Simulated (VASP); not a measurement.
# Ba (Pm-3m) in VASP: a series of runs

One crystal, Ba, is run at these levels: PBE; tasks: single point.

All numbers are computed with VASP 6.6.1; they aren't measurements. Logs are shortened: lines on timing, memory, paths and dates and some standing lists are left out, and cuts for length are marked.

### 1 The crystal as given

It takes space group Pm-3m (No. 221, cubic). Conventional cell: a = 3.918 Å, b = 3.918 Å, c = 3.918 Å, α = 90.00°, β = 90.00°, γ = 90.00°. Ba (site symmetry m-3m) has 6 Ba at 3.92 Å as nearest neighbours.

This isn't the form of Ba at room conditions, which is bcc.

### 2 Single point, PBE

Contents of INCAR:

```
PREC = Accurate
ENCUT = 700
EDIFF = 1E-6
ISMEAR = 1
SIGMA = 0.1
LREAL = F
LASPH = T
NELM = 100
ALGO = Normal
ISIF = 2
LWAVE = F
LCHARG = F
GGA = PE
ADDGRID = F
```

Contents of KPOINTS:

```
regular mesh
0
Gamma
  14 14 14
```

Contents of POSCAR:

```
Ba
1.0
    3.9784390000     -0.0454340000      0.0410850000
   -0.0454340000      3.9110040000      0.0402290000
    0.0410850000      0.0402290000      3.8659060000
Ba
1
Direct
   -0.0007550000      0.0095990000     -0.0077320000
```

Potentials or basis: VASP PAW PBE potentials, release 64 (Ba_sv).

Run with:

```sh
cat potpaw_PBE.64/Ba_sv/POTCAR > POTCAR
mpirun -np 1 vasp_std > vasp.out
```

OUTCAR:

```text
PREC = Accurate
   ENCUT = 700
   EDIFF = 1E-6
   ISMEAR = 1
   LREAL = F
   LASPH = T
   NELM = 100
   ISIF = 2
   GGA = PE

 Found   1376 irreducible k-points:

 Following reciprocal coordinates:
            Coordinates               Weight
  0.000000  0.000000  0.000000      1.000000
  0.071429  0.000000 -0.000000      2.000000
  0.142857 -0.000000 -0.000000      2.000000
  0.214286 -0.000000 -0.000000      2.000000
  0.285714 -0.000000 -0.000000      2.000000
  0.357143 -0.000000  0.000000      2.000000
   k-points           NKPTS =   1376   k-points in BZ     NKDIM =   1376   number of bands    NBANDS=      9
   number of dos      NEDOS =    301   number of ions     NIONS =      1
   total plane-waves  NPLWV =  46656
   dimension x,y,z NGX =    36 NGY =   36 NGZ =   36
   dimension x,y,z NGXF=    72 NGYF=   72 NGZF=   72
   ions per type =               1
   NGX,Y,Z   is equivalent  to a cutoff of  15.04, 15.30, 15.48 a.u.
   NGXF,Y,Z  is equivalent  to a cutoff of  30.08, 30.60, 30.96 a.u.
 SYSTEM =  unknown system
   PREC   = accura    normal or accurate (medium, high low for compatibility)
   ISTART =      0    job   : 0-new  1-cont  2-samecut
   ICHARG =      2    charge: 1-file 2-atom 10-const
   ISPIN  =      1    spin polarized calculation?
   LNONCOLLINEAR =      F non collinear calculations
   LSORBIT =      F    spin-orbit coupling
   LASPH  =      T    aspherical Exc in radial PAW
   ENCUT  =  700.0 eV  51.45 Ry    7.17 a.u.   8.58  8.44  8.34*2*pi/ulx,y,z
   NELM   =    100;   NELMIN=  2; NELMDL= -5     # of ELM steps
   EDIFF  = 0.1E-05   stopping-criterion for ELM
   LREAL  =      F    real-space projection
   EDIFFG = 0.1E-04   stopping-criterion for IOM
   NSW    =      0    number of steps for IOM
   IBRION =     -1    ionic relax: 0-MD 1-quasi-New 2-CG
   NFREE  =      0    steps in history (QN), initial steepest desc. (CG)
   ISIF   =      2    stress and relaxation
   ISYM   =      2    0-nonsym 1-usesym 2-fastsym
   POTIM  = 0.5000    time-step for ionic-motion
   TEBEG  =    0.0;   TEEND  =   0.0 temperature during run
   PSTRESS=    0.0 pullay stress
   NELECT =      10.0000    total number of electrons
   NUPDOWN=      -1.0000    fix difference up-down
   EMIN   =  10.00;   EMAX   =-10.00  energy-range for DOS
   EFERMI =   0.00;   METHOD = LEGACY
   ISMEAR =     1;   SIGMA  =   0.10  broadening in eV -4-tet -1-fermi 0-gaus
   EFERMI_NEDOS =   21; number of points for ismear=-14 and -15
   IALGO  =     38    algorithm
   IMIX   =      4    mixing-type and parameters
     AMIX     =   0.40;   BMIX     =  1.00
     AMIX_MAG =   1.60;   BMIX_MAG =  1.00
  volume/ion in A,a.u.               =      60.13       405.78
  Fermi-wavevector in a.u.,A,eV,Ry     =   0.900275  1.701272 11.027447  0.810495
  Thomas-Fermi vector in A             =   2.023212
   LORBIT       =      0    0 simple, 1 ext, 2 COOP (PROOUT), +10 PAW based schemes
   GGA     = PE    functional components
   LHFCALC =     F    Hartree Fock is set to
   AEXX    =    0.0000 exact exchange contribution
   IVDW    =     0    specifies the selected vdW correction
   LEPSILON=     F    determine dielectric tensor
   LRPA    =     F    only Hartree local field effects (RPA)
 non-spin polarized calculation
 Methfessel and Paxton  Order N= 1 SIGMA  =   0.10
  energy-cutoff  :      700.00
  volume of cell :       60.13
 maximum number of plane-waves:      2549
   NGX = 17   NGY = 17   NGZ = 17

 number of electron      10.0000000 magnetization

 Free energy of the ion-electron system (eV)
  ---------------------------------------------------
  ext. energy  EPLUGINS =         0.00000000
  ---------------------------------------------------
  free energy    TOTEN  =        -1.59573690 eV

  energy without entropy =       -1.59601727  energy(sigma->0) =       -1.59583036

 E-fermi :   1.7246     XC(G=0):  -7.5430

 val. band max:        1.6974442929   @ k =   0.2143   0.5000   0.1429
 cond. band min:       1.7252791679   @ k =   0.4286   0.4286   0.4286
 fundamental gap:      0.0278348750
 Fermi energy:         1.7245895561

 k-point     1 :       0.0000    0.0000    0.0000
  band No.  band energies     occupation
      1     -27.4108      2.00000
      2     -12.2637      2.00000
      3     -12.2192      2.00000
      4     -12.1864      2.00000
      5      -0.8498      2.00000
      6       1.7591      0.45201
      7       1.7671      0.34769
      8       6.5977      0.00000
      9       6.6969      0.00000

 k-point     2 :       0.0714    0.0000   -0.0000
  band No.  band energies     occupation
      1     -27.4081      2.00000
      2     -12.2999      2.00000
      3     -12.2164      2.00000
      4     -12.1835      2.00000
      5      -0.7731      2.00000
      6       1.7819      0.18476
      7       1.8403     -0.06939
      8       6.4048      0.00000
      9       6.4991      0.00000

 k-point     3 :       0.1429   -0.0000   -0.0000
  band No.  band energies     occupation
      1     -27.4006      2.00000
      2     -12.3996      2.00000
      3     -12.2081      2.00000
      4     -12.1752      2.00000
      5      -0.5582      2.00000
      6       1.8459     -0.07087
      7       2.0484     -0.00005
      8       5.9708      0.00000
      9       6.0755      0.00000

 k-point     4 :       0.2143   -0.0000   -0.0000
  band No.  band energies     occupation
      1     -27.3897      2.00000
      2     -12.5391      2.00000
      3     -12.1959      2.00000
      4     -12.1633      2.00000
      5      -0.2425      2.00000
      6       1.9427     -0.00853
      7       2.3379     -0.00000
      8       5.4926      0.00000
      9       5.6042      0.00000

 k-point     5 :       0.2857   -0.0000   -0.0000
  band No.  band energies     occupation
      1     -27.3776      2.00000
      2     -12.6879      2.00000
      3     -12.1824      2.00000
      4     -12.1499      2.00000
      5       0.1296      2.00000
      6       2.0572     -0.00003
      7       2.5931     -0.00000
      8       5.0700      0.00000
      9       5.1850      0.00000

 k-point     6 :       0.3571   -0.0000    0.0000
  band No.  band energies     occupation
      1     -27.3666      2.00000
      2     -12.8171      2.00000
      3     -12.1701      2.00000
      4     -12.1378      2.00000
      5       0.5126      2.00000
      6       2.1678     -0.00000
      7       2.6764     -0.00000
      8       4.7464      0.00000
      9       4.8636      0.00000

 [... further k-points ...]
[... 5 lines left out ...]
  --------------------------------------------------------------------------------------
  -------------------------------------------------------------------------------------
  Total       -0.0696553      0.1362544      0.2890738     -0.0496240      0.0405159      0.0440179
  in kB       -1.8559451      3.6304595      7.7022905     -1.3222188      1.0795339      1.1728442
  external PRESSURE =       3.1589350 kB  Pullay stress =       0.0000000 kB

 VOLUME and BASIS-vectors are now :
 -----------------------------------------------------------------------------
  energy-cutoff  :      700.00
  volume of cell :       60.13
      direct lattice vectors                 reciprocal lattice vectors
     3.978439000 -0.045434000  0.041085000     0.251416447  0.002948496 -0.002702616
    -0.045434000  3.911004000  0.040229000     0.002948496  0.255750771 -0.002692703
     0.041085000  0.040229000  3.865906000    -0.002702616 -0.002692703  0.258728319

 POSITION                                       TOTAL-FORCE (eV/Angst)
 -----------------------------------------------------------------------------------
      4.01577      0.03206      3.87745        -0.000000     -0.000000      0.000000
 -----------------------------------------------------------------------------------
    total drift:                                0.000000     -0.000001      0.000000

  FREE ENERGIE OF THE ION-ELECTRON SYSTEM (eV)
  ---------------------------------------------------
  free  energy   TOTEN  =        -1.5957369017 eV

  energy  without entropy=       -1.5960172724  energy(sigma->0) =       -1.59583036
```

It took 8.8 min on 1 thread of Intel Xeon Platinum 8259CL at 2.50GHz (Skylake/Cascade Lake), shared host; peak memory 1.2 GiB.

These settings aren't checked as converged: the numbers below hold their error.

What came out:

| Item | Value |
| --- | --- |
| Free energy | -1.5957 eV |
| Pressure | 0.3 GPa |
| Band gap on the k mesh | none (metal or under the smearing width) |

### 3 Single point, PBE

INCAR, as its differences from that of step 2:

```diff
@@ -1,6 +1,6 @@
 PREC = Accurate
-ENCUT = 700
+ENCUT = 550
 EDIFF = 1E-6
 ISMEAR = 1
-SIGMA = 0.1
+SIGMA = 0.2
 LREAL = F
```

Contents of KPOINTS:

```
regular mesh
0
Gamma
  17 17 17
```

Contents of POSCAR:

```
Ba
1.0
    3.9177175405      0.0000000000      0.0000000000
    0.0000000000      3.9177175405      0.0000000000
    0.0000000000      0.0000000000      3.9177175405
Ba
1
Direct
    0.0000000000      0.0000000000      0.0000000000
```

Potentials or basis: VASP PAW PBE potentials, release 64 (Ba_sv).

Run with:

```sh
cat potpaw_PBE.64/Ba_sv/POTCAR > POTCAR
mpirun -np 1 vasp_std > vasp.out
```

Wall time 49 s (1 thread of Intel Xeon Platinum 8259CL at 2.50GHz (Skylake/Cascade Lake), shared host); peak memory 0.24 GiB.

These settings aren't checked as converged: the numbers below hold their error.

Results:

- Free energy: -1.5952 eV
- Pressure: 0.3 GPa
- Band gap on the k mesh: none (metal or under the smearing width)
